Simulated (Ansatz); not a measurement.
# A defect in a wire: Cu wire along [110], 4 atoms a period, Al in place of one Cu, part 3 of 4

What does the defect do to the conductance?

Ansatz 0.2.0; DFT PBE, plane waves, PAW; relaxation of a wire's period (the session's first sound run).

So far. Step 2 (The relaxed wire): The cell's length comes to 2.434 Å with spin left out. Step 3 (The perfect wire): At the computed energy nearest the Fermi level there are 4 channels a spin.

## Step 4: Relaxing the junction

This step: DFT PBE, plane waves, PAW; relaxation of a junction in a wire, ends held (Ansatz 0.2.0).

System of this step: Cu wire along [110], 4 atoms a period, Al in place of one Cu. The cell holds 36 atoms: 35 Cu and 1 Al. Its edges and angles: a = 8.615 Å, b = 10.650 Å, c = 21.908 Å, α = 90.0°, β = 90.0°, γ = 90.0°. Regions: held atoms, 24 atoms (24 Cu); free atoms, 12 atoms (11 Cu and 1 Al). Vacuum lies along a and b. The structure's axis is c.

12 atoms at the defect are free to relax, while 24 stay where the perfect wire has them, so that the ends still repeat as a lead. The cutoff is set under the files' recommended one to save time.

input.yaml reads:

```yaml
crystal:
  lattice:
    - [8.615, 0.0, 0.0]
    - [0.0, 10.65, 0.0]
    - [0.0, 0.0, 21.9077510763]
  atoms:
    - { symbol: Cu, position: [0.39319359, 0.442037373, 0.0] }
    - { symbol: Cu, position: [0.598664463, 0.331705731, 0.055555556] }
    - { symbol: Cu, position: [0.60680641, 0.557962627, 0.055555556] }
    - { symbol: Cu, position: [0.401335537, 0.668294269, 0.0] }
    - { symbol: Cu, position: [0.39319359, 0.442037373, 0.111111111] }
    - { symbol: Cu, position: [0.598664463, 0.331705731, 0.166666667] }
    - { symbol: Cu, position: [0.60680641, 0.557962627, 0.166666667] }
    - { symbol: Cu, position: [0.401335537, 0.668294269, 0.111111111] }
    - { symbol: Cu, position: [0.39319359, 0.442037373, 0.222222222] }
    - { symbol: Cu, position: [0.598664463, 0.331705731, 0.277777778] }
    - { symbol: Cu, position: [0.60680641, 0.557962627, 0.277777778] }
    - { symbol: Cu, position: [0.401335537, 0.668294269, 0.222222222] }
    - { symbol: Cu, position: [0.39319359, 0.442037373, 0.333333333] }
    - { symbol: Cu, position: [0.598664463, 0.331705731, 0.388888889] }
    - { symbol: Cu, position: [0.60680641, 0.557962627, 0.388888889] }
    - { symbol: Cu, position: [0.401335537, 0.668294269, 0.333333333] }
    - { symbol: Cu, position: [0.39319359, 0.442037373, 0.444444444] }
    - { symbol: Cu, position: [0.598664463, 0.331705731, 0.5] }
    - { symbol: Cu, position: [0.60680641, 0.557962627, 0.5] }
    - { symbol: Al, position: [0.401335537, 0.668294269, 0.444444444], spin: 0.3 }
    - { symbol: Cu, position: [0.39319359, 0.442037373, 0.555555556] }
    - { symbol: Cu, position: [0.598664463, 0.331705731, 0.611111111] }
    - { symbol: Cu, position: [0.60680641, 0.557962627, 0.611111111] }
    - { symbol: Cu, position: [0.401335537, 0.668294269, 0.555555556] }
    - { symbol: Cu, position: [0.39319359, 0.442037373, 0.666666667] }
    - { symbol: Cu, position: [0.598664463, 0.331705731, 0.722222222] }
    - { symbol: Cu, position: [0.60680641, 0.557962627, 0.722222222] }
    - { symbol: Cu, position: [0.401335537, 0.668294269, 0.666666667] }
    - { symbol: Cu, position: [0.39319359, 0.442037373, 0.777777778] }
    - { symbol: Cu, position: [0.598664463, 0.331705731, 0.833333333] }
    - { symbol: Cu, position: [0.60680641, 0.557962627, 0.833333333] }
    - { symbol: Cu, position: [0.401335537, 0.668294269, 0.777777778] }
    - { symbol: Cu, position: [0.39319359, 0.442037373, 0.888888889] }
    - { symbol: Cu, position: [0.598664463, 0.331705731, 0.944444444] }
    - { symbol: Cu, position: [0.60680641, 0.557962627, 0.944444444] }
    - { symbol: Cu, position: [0.401335537, 0.668294269, 0.888888889] }
magnetization:
  spin_polarized: true
kpoints:
  mp_grid: { grid: [1, 1, 1] }
scf:
  occupations: { method: fermi_dirac, width: 0.1 }
hamiltonian:
  xc: pbe
relax:
  constraints:
    - { sites: [0, 1, 2, 3, 4, 5, 6, 7, 8, 9, 10, 11, 24, 25, 26, 27, 28, 29, 30, 31, 32, 33, 34, 35] }
  f_tol: 0.07
  max_steps: 30
basis:
  ecutwfc: "340 eV"
```

The run is started by

```console
ansatz run input.yaml --threads 4 --pin off --max-ram 16384MiB --backend cpu --events-out ev --progress --plain --runs-dir out
```

Numbers of over 12 decimals in the logs are rounded to 6 here.

Log:

```text
[...]
Warning: crystal.symmetry: narrowed to the stabiliser of the relax constraints — unitary ops 2 → 1; lowered at sites 9, 10, 21, 22 (the operations that carried what is held of a site onto what its image site leaves free; the constrained walk keeps no symmetry that its constraints do not admit)
[...]
Crystal: 36 atoms, lattice volume = 2010.031 Å³
Basis set: ecut = 340 eV, 28597 PW (Γ), exchange–correlation on 108×144×270 points (8 copies of the dense FFT grid, shifted against one another)
Bands: 401, of which v1, the nominal top of the filled ones, is band 334 counted from 1 (333 counted from 0)
Symmetry: 1 space group operations
k-points: 1
[...]
Starting moments: Σ|m| = 0.3 μB on 1 of 36 sites
[...]
SCF iter   1: F=—  HF=-232401.952345 eV  |F-HF|=—  |Δ(HF+E_count)|=         —  Δρ=4.48e-2 (↑4.48e-2 ↓4.48e-2)  dr2=1.10e2  dr2_m=2.90e-3  M=0.086 μB ∫|m|=0.142 μB  β_m=0.30  ethr=3.10e-3  ⟨swp⟩=7.0  Hψ=3566  notcnv=0  defer=46
[...]
spin=Collinear: LDOS preconditioning applied to the charge; magnetization (m = ρ↑ − ρ↓) channel mixes plain (no charge-response kernel on spin).
SCF iter   2: F=—  HF=-232382.233948 eV  |F-HF|=—  |Δ(HF+E_count)|=    1.97e1  Δρ=6.13e-3 (↑5.98e-3 ↓6.13e-3)  dr2=5.09e0  dr2_m=1.44e-3  M=0.064 μB ∫|m|=0.111 μB  β_m=0.30  ethr=3.10e-3  ⟨swp⟩=2.0  Hψ=1588  notcnv=0  defer=68
[...]
SCF iter   6: F=—  HF=-232381.056706 eV  |F-HF|=—  |Δ(HF+E_count)|=   3.44e-2  Δρ=9.23e-4 (↑9.19e-4 ↓9.23e-4)  dr2=7.29e-2  dr2_m=1.85e-4  M=0.032 μB ∫|m|=0.052 μB  β_m=0.30  ethr=5.25e-5  ⟨swp⟩=2.0  Hψ=1178  notcnv=0  defer=68
[...]
spin-set hold released at iteration 6 (site moments contracting): the magnetisation degrees of freedom join the quasi-Newton model from the next iteration; the mixer history was flushed
SCF iter   7: F=—  HF=-232381.067788 eV  |F-HF|=—  |Δ(HF+E_count)|=   1.11e-2  Δρ=5.53e-4 (↑5.48e-4 ↓5.53e-4)  dr2=3.43e-2  dr2_m=1.17e-4  M=0.027 μB ∫|m|=0.044 μB  β_m=0.53  ethr=1.09e-5  ⟨swp⟩=1.0  Hψ=802  notcnv=0  defer=68
[...]
SCF iter  12: F=-232381.086307 eV  HF=-232381.086310 eV  |F-HF|=3.16e-6  |Δ(HF+E_count)|=   3.24e-5  Δρ=9.13e-6 (↑8.93e-6 ↓9.13e-6)  dr2=1.19e-5  dr2_m=1.36e-7  M=0.002 μB ∫|m|=0.004 μB  ethr=1.50e-8  ⟨swp⟩=2.0  Hψ=2278  notcnv=0
WARN: the starting moments were not kept: the SCF closed with an absolute magnetisation of 3.9e-3 μB, where they sum to 0.3 μB in size (1 site). That is at most 0.1 of that sum. Measured as dr2_m measures the in/out step, that magnetisation stands 1.9e-7 eV from none, at or under the dr2_threshold of 1.0e-4 eV: it is no larger than a step whose dr2_m would equal this threshold. The system may hold no moment; this SCF [...]
SCF 1 converged in 12 iterations: F = -232381.086307 eV  dr2 = 1.19e-5
[...]
relax step   1: F+E_penalty+E_count = -232381.08630694 eV  Δ(F+E_penalty+E_count) = +0.000e0 eV  max|allowed force component| = 6.271e-1 eV/Å  Δτ_max = 0.0000 Å  (12 SCF iters, dr2 threshold 1.00e-4 eV, accepted)
[...]
Starting moments: Σ|m| = 0.3 μB on 1 of 36 sites; this step starts from the density that it was given
[...]
SCF iter   6: F=-232381.127539 eV  HF=-232381.127543 eV  |F-HF|=3.97e-6  |Δ(HF+E_count)|=   8.62e-6  Δρ=1.24e-5 (↑1.24e-5 ↓1.20e-5)  dr2=1.43e-5  dr2_m=7.02e-8  M=0.001 μB ∫|m|=0.002 μB  ethr=3.68e-9  ⟨swp⟩=2.0  Hψ=2587  notcnv=0
the starting moments were not kept: the SCF closed with an absolute magnetisation of 1.7e-3 μB, where they sum to 0.3 μB in size (1 site). That is at most 0.1 of that sum. Measured as dr2_m measures the in/out step, that magnetisation stands 6.0e-8 eV from none, at or under the dr2_threshold of 2.5e-5 eV: it is no larger than a step whose dr2_m would equal this threshold.
SCF 2 converged in 6 iterations: F = -232381.127539 eV  dr2 = 1.43e-5
[...]
relax step   2: F+E_penalty+E_count = -232381.12753912 eV  Δ(F+E_penalty+E_count) = -4.123e-2 eV  max|allowed force component| = 4.200e-1 eV/Å  Δτ_max = 0.0526 Å  (6 SCF iters, dr2 threshold 2.46e-5 eV, accepted)
SCF iter   1: F=—  HF=-232381.249732 eV  |F-HF|=—  |Δ(HF+E_count)|=         —  Δρ=1.90e-3 (↑1.89e-3 ↓1.90e-3)  dr2=1.92e-1  dr2_m=9.03e-5  M=-0.000 μB ∫|m|=0.024 μB  β_m=0.30  ethr=2.79e-4  ⟨swp⟩=5.0  Hψ=2368  notcnv=0  defer=68
[...]
SCF iter   9: F=-232381.181736 eV  HF=-232381.181740 eV  |F-HF|=4.79e-6  |Δ(HF+E_count)|=   3.76e-6  Δρ=6.64e-6 (↑6.64e-6 ↓6.52e-6)  dr2=5.63e-6  dr2_m=9.10e-9  M=-0.000 μB ∫|m|=0.001 μB  ethr=1.65e-9  ⟨swp⟩=3.0  Hψ=1984  notcnv=0
[...]
SCF 3 converged in 9 iterations: F = -232381.181736 eV  dr2 = 5.63e-6
relax step   3: F+E_penalty+E_count = -232381.18173571 eV  Δ(F+E_penalty+E_count) = -5.420e-2 eV  max|allowed force component| = 5.749e-2 eV/Å  Δτ_max = 0.1791 Å  (9 SCF iters, dr2 threshold 1.10e-5 eV, accepted)
[... from here on, the SCF cycles and remarks between the steps are left out ...]
relax step   4: F+E_penalty+E_count = -232381.18174091 eV  Δ(F+E_penalty+E_count) = -5.204e-6 eV  max|allowed force component| = 5.754e-2 eV/Å  Δτ_max = 0.0000 Å  (5 SCF iters, accepted)
relax step   5: F+E_penalty+E_count = -232381.19731058 eV  Δ(F+E_penalty+E_count) = -1.557e-2 eV  max|allowed force component| = 1.061e-1 eV/Å  Δτ_max = 0.1206 Å  (13 SCF iters, accepted)
relax step   6: F+E_penalty+E_count = -232381.22419626 eV  Δ(F+E_penalty+E_count) = -2.689e-2 eV  max|allowed force component| = 8.752e-2 eV/Å  Δτ_max = 0.1950 Å  (9 SCF iters, dr2 threshold 1.13e-5 eV, accepted)
relax step   7: F+E_penalty+E_count = -232381.24928513 eV  Δ(F+E_penalty+E_count) = -2.509e-2 eV  max|allowed force component| = 4.607e-2 eV/Å  Δτ_max = 0.1941 Å  (9 SCF iters, dr2 threshold 5.21e-6 eV, accepted)
relax step   8: F+E_penalty+E_count = -232381.24928775 eV  Δ(F+E_penalty+E_count) = -2.618e-6 eV  max|allowed force component| = 4.591e-2 eV/Å  Δτ_max = 0.0000 Å  (5 SCF iters, accepted)
relax step   9: F+E_penalty+E_count = -232381.27323497 eV  Δ(F+E_penalty+E_count) = -2.395e-2 eV  max|allowed force component| = 4.294e-2 eV/Å  Δτ_max = 0.1935 Å  (13 SCF iters, accepted)
relax step  10: F+E_penalty+E_count = -232381.29754408 eV  Δ(F+E_penalty+E_count) = -2.431e-2 eV  max|allowed force component| = 1.464e-1 eV/Å  Δτ_max = 0.1936 Å  (13 SCF iters, accepted)
relax step  11: F+E_penalty+E_count = -232381.32227871 eV  Δ(F+E_penalty+E_count) = -2.473e-2 eV  max|allowed force component| = 2.260e-1 eV/Å  Δτ_max = 0.1904 Å  (8 SCF iters, dr2 threshold 1.87e-5 eV, accepted)
relax step  12: F+E_penalty+E_count = -232381.36464044 eV  Δ(F+E_penalty+E_count) = -4.236e-2 eV  max|allowed force component| = 1.006e-1 eV/Å  Δτ_max = 0.1916 Å  (8 SCF iters, dr2 threshold 5.11e-5 eV, accepted)
relax step  13: F+E_penalty+E_count = -232381.40505089 eV  Δ(F+E_penalty+E_count) = -4.041e-2 eV  max|allowed force component| = 7.612e-2 eV/Å  Δτ_max = 0.1943 Å  (12 SCF iters, accepted)
SCF iter   1: F=—  HF=-232381.524926 eV  |F-HF|=—  |Δ(HF+E_count)|=         —  Δρ=2.36e-3 (↑2.36e-3 ↓2.36e-3)  dr2=3.67e-1  dr2_m=1.48e-6  M=-0.000 μB ∫|m|=0.003 μB  β_m=0.30  ethr=6.03e-4  ⟨swp⟩=4.0  Hψ=1870  notcnv=0  defer=76
[...]
SCF iter  12: F=-232381.432790 eV  HF=-232381.432790 eV  |F-HF|=7.86e-10  |Δ(HF+E_count)|=   4.61e-8  Δρ=4.98e-7 (↑4.98e-7 ↓4.83e-7)  dr2=1.99e-8  dr2_m=1.04e-10  M=0.000 μB ∫|m|=0.000 μB  ethr=1.50e-11  ⟨swp⟩=3.0  Hψ=1868  notcnv=0
[...]
SCF 14 converged in 12 iterations: F = -232381.432790 eV  dr2 = 1.99e-8
relax step  14: F+E_penalty+E_count = -232381.43279031 eV  Δ(F+E_penalty+E_count) = -2.774e-2 eV  max|allowed force component| = 3.162e-2 eV/Å  Δτ_max = 0.1915 Å  (12 SCF iters, accepted)
SCF converged after 12 iterations
Magnetization: 0.0000 μB (334.0000 up, 334.0000 down)
Absolute magnetization: 0.0001 μB (∫|ρ↑−ρ↓|, with the PAW one-centre terms)
[...]
Per-site moments (μB) at R_I (Å): [(-2.7485429399458806e-7, 0.994396), (-8.194497116522338e-8, 0.994396), (-2.669399938074036e-7, 0.994396), (-1.280710556244129e-7, 0.994396), (-1.9955497459684573e-7, 0.994396), (8.830628686282474e-8, 0.994396), (-2.48336865556475e-7, 0.994396), (-5.601293348218211e-7, 0.994396), (-3.889935778491494e-7, 0.994396), (-7.339943518715983e-7, 0.994396), (-2.0185107077429258e-7, 0.983401), [...]
Free energy (F): -232381.432790 eV
[...]
Internal energy: -232380.813759 eV  (E = F + TS)
E sigma→0 (E₀):  -232381.123275 eV
Entropy (-TS):   -0.619031 eV (-17.195 meV/atom)
Fermi energy:    0.160604 eV
[...]
--- Forces (eV/Å), atoms counted from 1 ---
  atom   1  Cu     0.07309101    -0.04526081     0.00111164
  atom   2  Cu     0.05444210    -0.02013561    -0.01496054
  atom   3  Cu     0.07198095    -0.03048803    -0.02307195
  atom   4  Cu    -0.01750780     0.12425618    -0.00598579
  atom   5  Cu     0.01592746    -0.05550580     0.06321769
  atom   6  Cu    -0.01341707    -0.07815280    -0.04763599
  atom   7  Cu    -0.01265038     0.01196949    -0.03185791
  atom   8  Cu    -0.03297375     0.07058828     0.02582811
  atom   9  Cu    -0.02087779    -0.06859859     0.06954922
  atom  10  Cu    -0.26982882     0.08524977     0.29416852
  atom  11  Cu     0.12963465     0.17253198     0.24170923
  atom  12  Cu    -0.02124420    -0.06880033     0.44911138
  atom  13  Cu     0.02688917    -0.02124277     0.00958621
  atom  14  Cu     0.00963397     0.02341105    -0.00553953
  atom  15  Cu    -0.00136118     0.01391069     0.00127269
  atom  16  Cu     0.00573117    -0.03162258     0.01006223
  atom  17  Cu     0.01260262    -0.01243945    -0.01042554
  atom  18  Cu     0.02150442     0.02423012     0.01690532
  atom  19  Cu     0.02595090     0.00324023     0.02027511
  atom  20  Al    -0.01371458     0.02247126     0.00030732
  atom  21  Cu     0.00535851     0.00265531     0.00737547
  atom  22  Cu    -0.01084315     0.01775705     0.02319961
  atom  23  Cu    -0.03127198     0.02091707     0.01119148
  atom  24  Cu    -0.01077786     0.02038597    -0.02176526
  atom  25  Cu    -0.05980634    -0.01390624    -0.02593997
  atom  26  Cu     0.00883010    -0.04218764    -0.10105818
  atom  27  Cu     0.06755993    -0.07589406    -0.47429281
  atom  28  Cu     0.01693478     0.14264602    -0.50040648
  atom  29  Cu    -0.03585283    -0.06345558    -0.02301128
  atom  30  Cu    -0.02655422    -0.09852886     0.04075265
  atom  31  Cu     0.00390665    -0.00040846     0.07281512
  atom  32  Cu    -0.05553656    -0.01286354    -0.03421231
  atom  33  Cu     0.01616625    -0.04846615    -0.05825605
  atom  34  Cu     0.03686106     0.00376302    -0.01413624
  atom  35  Cu     0.07760708    -0.04139662     0.01765391
  atom  36  Cu    -0.04646136     0.06946270     0.01646014
  max |Σ_I F_I| component: 9.23e-5 eV/Å
--- Relaxed structure (14 steps of the walk, 14 accepted, 0 SCFs on fresh bases) ---
  F+E_penalty+E_count = -232381.43279031 eV   max|allowed force component| = 3.162e-2 eV/Å
  atoms:
    - { symbol: Cu, position: [0.39319359, 0.442037, -5.555553914281406e-11] }
    - { symbol: Cu, position: [0.598664463, 0.331705731, 0.055556] }
    - { symbol: Cu, position: [0.60680641, 0.557962627, 0.055556] }
    - { symbol: Cu, position: [0.401335537, 0.668294269, -5.555553914281406e-11] }
    - { symbol: Cu, position: [0.39319359, 0.442037, 0.111111] }
    - { symbol: Cu, position: [0.598664463, 0.331705731, 0.166667] }
    - { symbol: Cu, position: [0.60680641, 0.557962627, 0.166667] }
    - { symbol: Cu, position: [0.401335537, 0.668294269, 0.111111] }
    - { symbol: Cu, position: [0.39319359, 0.442037, 0.222222] }
    - { symbol: Cu, position: [0.598664463, 0.331705731, 0.277778] }
    - { symbol: Cu, position: [0.60680641, 0.557962627, 0.277778] }
    - { symbol: Cu, position: [0.401335537, 0.668294269, 0.222222] }
    - { symbol: Cu, position: [0.389661, 0.478136, 0.332954] }
    - { symbol: Cu, position: [0.591808, 0.373346, 0.389677] }
    - { symbol: Cu, position: [0.646025, 0.597568, 0.391585] }
    - { symbol: Cu, position: [0.434722, 0.703417, 0.337842] }
    - { symbol: Cu, position: [0.416480, 0.532422, 0.445020] }
    - { symbol: Cu, position: [0.600957, 0.403431, 0.502730] }
    - { symbol: Cu, position: [0.649463, 0.627615, 0.504464] }
    - { symbol: Al, position: [0.484004, 0.767954, 0.443767] }
    - { symbol: Cu, position: [0.430164, 0.540439, 0.565175] }
    - { symbol: Cu, position: [0.641905, 0.421403, 0.616487] }
    - { symbol: Cu, position: [0.653026, 0.648573, 0.617793] }
    - { symbol: Cu, position: [0.463516, 0.765678, 0.556879] }
    - { symbol: Cu, position: [0.39319359, 0.442037, 0.666667] }
    - { symbol: Cu, position: [0.598664463, 0.331705731, 0.722222] }
    - { symbol: Cu, position: [0.60680641, 0.557962627, 0.722222] }
    - { symbol: Cu, position: [0.401335537, 0.668294269, 0.666667] }
    - { symbol: Cu, position: [0.39319359, 0.442037, 0.777778] }
    - { symbol: Cu, position: [0.598664463, 0.331705731, 0.833333] }
    - { symbol: Cu, position: [0.60680641, 0.557962627, 0.833333] }
    - { symbol: Cu, position: [0.401335537, 0.668294269, 0.777778] }
    - { symbol: Cu, position: [0.39319359, 0.442037, 0.888889] }
    - { symbol: Cu, position: [0.598664463, 0.331705731, 0.944444] }
    - { symbol: Cu, position: [0.60680641, 0.557962627, 0.944444] }
    - { symbol: Cu, position: [0.401335537, 0.668294269, 0.888889] }
```

Wall time 6.1 min (4 threads of Arm Neoverse V2, shared host); peak memory 3.1 GiB; 24 min of CPU time.

Step by step:

```
step  energy less that of the first step (eV)  largest force component (eV/Å)
   1                                   0.0000                          0.6271
   2                                  -0.0412                          0.4200
   3                                  -0.0954                          0.0575
   4                                  -0.0954                          0.0575
   5                                  -0.1110                          0.1061
   6                                  -0.1379                          0.0875
   7                                  -0.1630                          0.0461
   8                                  -0.1630                          0.0459
   9                                  -0.1869                          0.0429
  10                                  -0.2112                          0.1464
  11                                  -0.2360                          0.2260
  12                                  -0.2783                          0.1006
  13                                  -0.3187                          0.0761
  14                                  -0.3465                          0.0316
```

The atoms that moved most (Å):

```
atom     dx     dy      dz  length
Al20  0.712  1.061  -0.015   1.278
Cu24  0.536  1.037   0.029   1.168
Cu21  0.319  1.048   0.211   1.115
Cu23  0.398  0.965   0.146   1.054
Cu22  0.373  0.955   0.118   1.032
Cu17  0.201  0.963   0.013   0.983
Cu19  0.367  0.742   0.098   0.834
Cu18  0.020  0.764   0.060   0.766
```

Numbers from this step:

```yaml
energy_at_zero_smearing: -232381.1233 eV
```

The largest force component on a free atom ends at 0.032 eV/Å, under the limit of 0.07. Al ends nearest to Cu at 2.46 Å, Cu at 2.46 Å, Cu at 2.48 Å, Cu at 2.56 Å and Cu at 2.58 Å. 9 atoms of the wire itself, hydrogen apart, moved by over 0.45 Å, up to 1.17 Å.

(Continued in part 4 of 4.)

[Logs are printed without paths, hosts, clocks, repeated set-up lines and the standing remarks that a program may print on its own settings, such as how far it seeks lower states.]

[Hosts, paths, dates, database ids (printed as entryN), source tags and the programs' standing remarks are cut or masked in the printed files.]
